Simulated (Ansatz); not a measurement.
Wanted: the native input for an Ansatz 0.2.0 run.

* Task: band structure
* Functional: r2SCANh
* Potentials or basis: Ansatz PAW
* Cutoff: 500 eV (not typed: the program's choice for these potentials)
* k mesh: 4 × 4 × 4
* Occupations: fermi-dirac, width 0.1 eV
* Spin: no spin polarisation
* Path: [["X", "G", "Y"], ["L", "G", "Z"], ["N", "G", "M"], ["R", "G"]]
* Points for each segment of the path: 4

NaCl:

```
CELL_PARAMETERS angstrom
3.48168 0.00324 -0.03962
0.00324 3.54406 -0.03156
-0.03962 -0.03156 3.48194
ATOMIC_POSITIONS crystal
Cl 0.50000 0.50000 0.50000
Na 0.00000 0.00000 0.00000
```

The cell comes from a database or a generator and needn't be the stable form of this composition.

The cell isn't the ideal one: cell strained at random at fixed volume.

One way to write it, as run:

input.yaml

```yaml
crystal:
  lattice:
    - [3.481677, 0.003242, -0.039617]
    - [0.003242, 3.544062, -0.031556]
    - [-0.039617, -0.031556, 3.481937]
  atoms:
    - { symbol: Cl, position: [0.5, 0.5, 0.5] }
    - { symbol: Na, position: [0.0, 0.0, 0.0] }
hamiltonian:
  xc: r2scanh
  pseudopotentials: { kind: paw }
kpoints:
  mp_grid: { grid: [4, 4, 4] }
  band_path:
    path:
      - [[0.0, 0.5, 0.0], [0.0, 0.0, 0.0], [0.5, 0.0, 0.0]]
      - [[0.5, 0.5, 0.0], [0.0, 0.0, 0.0], [0.0, 0.0, -0.5]]
      - [[0.0, 0.5, -0.5], [0.0, 0.0, 0.0], [0.5, 0.0, -0.5]]
      - [[0.5, 0.5, -0.5], [0.0, 0.0, 0.0]]
    npoints: 4
scf:
  occupations: { method: fermi_dirac, width: 0.1 }
  n_extra_bands: 6
output:
  forces: true
  stress: true
  eigenvalues: true
  fatbands: false
```

Potentials or basis: Ansatz PAW.

The run is started by

```sh
$ ansatz run input.yaml --threads 2 --pin off --max-ram 5632MiB --backend cpu --events-out ev --progress --plain --runs-dir out
```

It gave:

- Pressure: -0.9 GPa
- Band gap on the k mesh: 5.42 eV, indirect (least direct gap 5.89 eV)
- Band gap along the path: 5.42 eV, indirect (least direct gap 5.89 eV)

Caveat: the k mesh is coarse (spacing up to 0.45 Å⁻¹), so the values aren't converged, least of all with exact exchange; the PAW data sets come from PBE, with cores solved anew for the run's functional, which leaves a small shift of forces and pressure; the thresholds are loose for stress.

Run time: 73 s on 2 threads of Arm Neoverse V1, with other jobs on the host, peak memory 1 GiB.
